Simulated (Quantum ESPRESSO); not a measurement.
# KI: single point with PBE

Crystal: KI.

```
K I
1.0
     3.93899    0.23588    0.35171
     0.23588    4.82656   -0.03563
     0.35171   -0.03563    4.47165
K I
1 1
Direct
  0.96016 0.94882 0.99570
  0.53984 0.55118 0.50430
```

The cell comes from a database or a generator and needn't be the stable form of this composition.

```
Program             : Quantum ESPRESSO 7.5
Task                : single point
Functional          : PBE
Potentials or basis : SSSP 1.3 efficiency PBE
Cutoff              : 816 eV
Density cutoff      : 6531 eV
k mesh              : 7 × 6 × 6
Occupations         : fermi-dirac, width 0.05 eV
Spin                : no spin polarisation
```

```yaml
Pressure: 1.1 GPa
Largest_force: 0.234 eV/Å
Band_gap_on_the_k_mesh: 2.50 eV, indirect (least direct gap 2.56 eV)
```

Forces in eV/Å, atoms in the order of the input:
```
K    0.000  0.234  0.001
I    0.000 -0.234 -0.001
```

Stress tensor (GPa, compression positive):
```
 3.94  0.36 -0.58
 0.36 -1.16  0.16
-0.58  0.16  0.49
```

Levels at points of the mesh, in eV from the valence-band top:
```
             k point  band 5  band 6  band 7  band 8  band 9  band 10  band 11  band 12
  (0.00, 0.00, 0.00)  -11.54   -1.42   -1.02   -0.06    2.50     4.23     5.14     7.15
 (0.00, 0.00, -0.50)  -11.30   -2.58   -1.31   -0.07    4.38     5.07     5.90     6.50
 (0.00, -0.50, 0.00)  -11.37   -2.56   -1.07   -0.02    4.83     5.03     5.96     7.17
(0.00, -0.50, -0.50)  -11.33   -2.20   -2.00    0.00    3.24     5.82     6.98     7.19
```

It took 92 s on 1 thread of Intel(R) Xeon(R) Platinum 8488C (Sapphire Rapids), with other jobs on the host, peak memory 0.5 GiB.

Caveat: spin-orbit coupling is left out, which moves the levels of the heavy elements; an odd mesh through Γ misses points on the zone boundary, where band edges often lie.
